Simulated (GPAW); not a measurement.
A run of GPAW 26.7.0:

File run.py:

```python
import numpy as np
from ase.dft.bandgap import bandgap
from ase.io import read, write
from ase.units import Bohr, GPa
from gpaw import GPAW, PW
from gpaw.analyse.hirshfeld import HirshfeldPartitioning

atoms = read('Ba.xyz')

calc = GPAW(mode=PW(600),
            xc='PBE',
            kpts={'size': (8, 8, 8), 'gamma': True},
            occupations={'name': 'fermi-dirac', 'width': 0.05},
            nbands=12,
            convergence={'density': 1e-05, 'energy': 1e-05},
            maxiter=150,
            legacy_gpaw=True,
            txt='gpaw.txt')
atoms.calc = calc
energy = atoms.get_potential_energy()
forces = atoms.get_forces()
stress = atoms.get_stress()
calc.write('gs.gpw')
write('result.traj', atoms)
print(f'Energy: {energy:.6f} eV')
print('Forces (eV/A):')
print(forces.round(4))
print('Stress (GPa):', (stress / GPa).round(3))
print('Fermi level:', round(calc.get_fermi_level(), 4), 'eV')
print(f'Gap: {bandgap(calc)[0]:.4f} eV, direct: {bandgap(calc, direct=True)[0]:.4f} eV')

hirshfeld = HirshfeldPartitioning(calc)
print('Hirshfeld charges:', *np.round(hirshfeld.get_charges(), 4))
print('Hirshfeld volume ratios:', *np.round(hirshfeld.get_effective_volume_ratios(), 4))

# fields on the real-space grid
write('density.cube', atoms, data=calc.get_pseudo_density() * Bohr**3)
write('potential.cube', atoms, data=calc.get_electrostatic_potential())
```

Contents of Ba.xyz:

```xyz
1
Lattice="-2.5065000000 2.5065000000 2.5065000000 2.5065000000 -2.5065000000 2.5065000000 2.5065000000 2.5065000000 -2.5065000000" Properties=species:S:1:pos:R:3 pbc="T T T"
Ba     0.0000000000      0.0000000000      0.0000000000
```

Potentials or basis: GPAW PAW data sets (gpaw-data 1.2.1), pw.

Command:

```console
$ OMP_NUM_THREADS=1 python run.py
```

Hardware: 1 thread of Arm Neoverse V1 (shared host).

Estimate the wall time of this run.

Run time: 12 s on 1 thread of Arm Neoverse V1, on a shared host, peak memory 0.2 GiB. Counts: scf iterations 11.
